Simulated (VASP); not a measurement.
# Ho: single point with LDA

The system is Ho.

```
CELL_PARAMETERS angstrom
0.00000 2.46054 2.46054
2.46054 0.00000 2.46054
2.46054 2.46054 0.00000
ATOMIC_POSITIONS crystal
Ho 0.00000 0.00000 0.00000
```

This isn't the form of Ho at room conditions, which is hcp.

The cell isn't the ideal one: functional lda, volume scaled by 0.96.

```yaml
Program: VASP 6.6.1
Task: single point
Functional: LDA
Potentials_or_basis: VASP PAW PBE potentials, release 64 (Ho)
Cutoff: 520 eV
k_mesh: 13 × 13 × 13
Occupations: fermi-dirac, width 0.03 eV
Spin: collinear spin, typed start
Starting_moments: "[4.0] μB"
```

The pressure is -1.4 GPa. The band gap on the k mesh is none (metal or under the smearing width). The net moment is 3.51 μB per cell. The site moments are Ho +3.45 μB and the valence electrons inside the program's atomic spheres are Ho 18.59.

Levels at points of the mesh, in eV from the Fermi level:
Spin up:
```csv
k point,band 10,band 11,band 12,band 13,band 14,band 15
"(0.00, 0.00, 0.00)",-2.29,-2.29,-2.29,2.31,2.31,2.31
```
Spin down:
```
           k point  band 7  band 8  band 9  band 10  band 11  band 12
(0.00, 0.00, 0.00)   -0.17   -0.17   -0.17     0.34     0.34     0.34
```

It took 5.2 min on 1 thread of Intel(R) Xeon(R) Platinum 8259CL CPU @ 2.50GHz (Skylake/Cascade Lake), with other jobs on the host, peak memory 0.22 GiB.

Caveat: the magnetic or orbital state may not be the lowest; the PAW data sets were made with another functional, which shifts forces and pressure a little; spin-orbit coupling is left out, which moves the levels of the heavy elements. The state reached can hang on the start; a lower one may exist.
